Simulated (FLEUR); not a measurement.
## RbCl under changes of volume

One of the cells (35.094 Å³/atom); the others are scaled copies at fixed shape and fractional positions:

```xyz
2
Lattice="0.0000 3.2740 3.2740 3.2740 0.0000 3.2740 3.2740 3.2740 0.0000" Properties=species:S:1:pos:R:3 pbc="T T T"
Rb    0.0000    0.0000    0.0000
Cl    3.2740    3.2740    3.2740
```

```yaml
Program: FLEUR MaX-R8.1 (later development tree)
Functional: PBE
Potentials_or_basis: all-electron
Basis: FLAPW
Kmax: 3.8 1/bohr
k_mesh: 7 × 7 × 7
Occupations: fermi-dirac, width 0.05 eV
Spin: no spin polarisation
```

```csv
volume (Å³/atom),energy over the lowest point (meV/atom),gap on the mesh (eV)
32.989,?,?
33.690,21.97,5.19
34.392,14.11,5.12
35.094,8.17,5.05
35.796,3.96,4.99
36.498,1.30,4.92
37.200,0.00,4.87
```

Task: What does the run at 32.989 Å³/atom give?

Result: Energy over the lowest point 32.00 meV/atom; gap on the mesh 5.26 eV.

Worked out: A Birch-Murnaghan fit of order 3 (a polynomial in V^(-2/3)) to the other rows has its minimum at 37.59 Å³/atom, just outside them, with B0 = V·E''(V) = 14.1 GPa and B' = 5.0. It gives 31.99 meV/atom at 32.989 Å³/atom, against the run's 32.00. A straight line through the other rows of the gap, of slope -3.26 eV per unit of ln V (its deformation potential), extrapolates to 5.26 eV, against the run's 5.26.

Energies are extrapolated to zero smearing.

Caveats: an odd mesh through Γ misses points on the zone boundary, where band edges often lie (some runs). Spin-orbit coupling on Rb is left out.
